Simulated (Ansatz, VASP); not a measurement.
One calculation of Cr, two programs

Contents of POSCAR:

```
Cr
1.0
    0.0000000000      1.8288920000      1.8288920000
    1.8288920000      0.0000000000      1.8288920000
    1.8288920000      1.8288920000      0.0000000000
Cr
1
Direct
    0.0000000000      0.0000000000      0.0000000000
```

INCAR.step1

```
ALGO     = Normal         # electronic algorithm
EDIFF    = 1E-4           # SCF threshold, eV
ENCUT    = 520            # plane-wave cutoff, eV
GGA      = PE             # functional
ISMEAR   = 0              # smearing method
LASPH    = True           # aspherical terms in the spheres
LCHARG   = False          # write CHGCAR
LREAL    = False          # projectors in reciprocal space
LWAVE    = True           # write WAVECAR
NBANDS   = 12             # bands
NELM     = 80             # most SCF steps
PREC     = Accurate       # precision mode
SIGMA    = 0.048          # smearing width, eV
```

The input INCAR.step2:

```
ALGO     = Normal         # electronic algorithm
EDIFF    = 1E-6           # SCF threshold, eV
ENCUT    = 520            # plane-wave cutoff, eV
ISIF     = 2              # what is computed and relaxed
ISMEAR   = 0              # smearing method
ISTART   = 1            
LASPH    = True           # aspherical terms in the spheres
LCHARG   = False          # write CHGCAR
LMIXTAU  = True         
LREAL    = False          # projectors in reciprocal space
LWAVE    = False          # write WAVECAR
METAGGA  = R2SCAN         # meta-GGA
NBANDS   = 12             # bands
NELM     = 80             # most SCF steps
PREC     = Accurate       # precision mode
SIGMA    = 0.048          # smearing width, eV
```

KPOINTS

```
k-points
0
Gamma
  16 16 16
```

Input for Ansatz:

```yaml
crystal:
  lattice:
    - [0.0, 1.828892, 1.828892]
    - [1.828892, 0.0, 1.828892]
    - [1.828892, 1.828892, 0.0]
  atoms:
    - { symbol: Cr, position: [0.0, 0.0, 0.0] }
  symmetry: { tolerance: 0.0003 }
kpoints:
  mp_grid: { grid: [16, 16, 16], shift: [0, 0, 0] }
  band_path:
    path:
      - [0.375, 0.375, 0.75]
      - [0.0, 0.0, 0.0]
      - [0.5, 0.5, 0.5]
      - [0.5, 0.25, 0.75]
      - [0.5, 0.0, 0.5]
    npoints: 13
magnetization:
  spin_polarized: false
scf:
  occupations: { method: gaussian, width: 0.048 }
  lower_state_search: "off"
  max_iter: 200
hamiltonian:
  pseudopotentials: { kind: paw }
  xc: r2scan
basis:
  ecutwfc: 500
  fft_grid_basis: typed
output:
  forces: true
  stress: true
  eigenvalues: true
  bader: true
  populations: true
  elf: true
  write_potential: true
  volumetric_format: npy
  dos:
    e_range: [-12, 8]
    de: 0.05
    projected: { site_lists: { Cr: [Cr] } }
checkpoint:
  read: saved_state
```

This isn't the form of Cr at room conditions, which is bcc.

Alike in both runs: task single point; functional r2SCAN; k mesh 16 × 16 × 16; occupations gaussian, width 0.048 eV; no spin polarisation.

|  | VASP | Ansatz |
| --- | --- | --- |
| version | VASP 6.6.1 | Ansatz 0.2.0 |
| potentials or method | VASP PAW PBE potentials, release 64 (Cr_pv) | PAW plane waves |
| plane-wave cutoff (eV) | 520 | 500 |
| valence electrons in the cell | 12 | 14 |

```tsv
	VASP	Ansatz	Ansatz less VASP
pressure (GPa)	-11.4	-12.0	-0.58
```

The two sets of potentials don't hold the same shells in valence.

Caveats: the PAW data sets were made with another functional, which shifts forces and pressure a little (VASP); the run has no spin polarisation, though such a crystal can be magnetic. Spin polarisation is off, so any magnetic state and its effect on volume and gap are missing.
